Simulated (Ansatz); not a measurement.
**⁶⁹Ga nuclear quadrupole resonance in GaP under strain**

Cell: an entry of the Crystallography Open Database (COD), relaxed with PBE at fixed cell and then changed (z stretched by 3 %, ions relaxed).

```cif
data_structure
_symmetry_space_group_name_H-M 'P 1'
_symmetry_Int_Tables_number 1
_cell_length_a 3.9123
_cell_length_b 3.9123
_cell_length_c 3.8541
_cell_angle_alpha 60.491
_cell_angle_beta 60.491
_cell_angle_gamma 59.018
_cell_volume 41.70
loop_
_atom_site_label
_atom_site_type_symbol
_atom_site_fract_x
_atom_site_fract_y
_atom_site_fract_z
_atom_site_occupancy
Ga1 Ga 0.00000 0.00000 0.00000 1
P2 P 0.25000 0.25000 0.25000 1
```

Sites (sets of like atoms) are named by element and the number of their first atom in this list.

Level of theory: DFT, PBE, plane waves and PAW, scalar-relativistic, 420 eV cutoff, Γ-centred 14×14×14 k-points, Fermi–Dirac smearing 0.02 eV (Ansatz 0.2.0).

⁶⁹Ga: I = 3/2, Q = 171.0 mb (year-2017 value). Static lattice, zero field.

(1) Predict the zero-field ⁶⁹Ga lines of each site.

(2) And for 71Ga (I = 3/2, Q = 107.0 mb) on Ga?

Answers

(1) For I = 3/2 there is one line, ν = (|C_Q|/2)(1 + η²/3)^½.

```json
{"site": "Ga", "atoms": "1", "V_zz (10²¹ V/m²)": "-0.58", "C_Q (MHz)": "-2.39", "η": "0.00", "line frequencies (MHz)": "1.19"}
```

(2) C_Q scales with Q to -1.49 MHz, with lines at 0.747 MHz.

An axis of threefold or higher order runs through Ga, so V_zz lies along it and η is zero.

The relaxation (1 step) took 13 s of wall time (13 s of CPU time) and 0.56 GiB at its peak, on 1 thread of Intel Xeon Platinum 8488C (Sapphire Rapids) (x86_64; 16 cores open to the job, memory cap 3.0 GiB, no GPU), a shared host with a load of 0.4 a core.
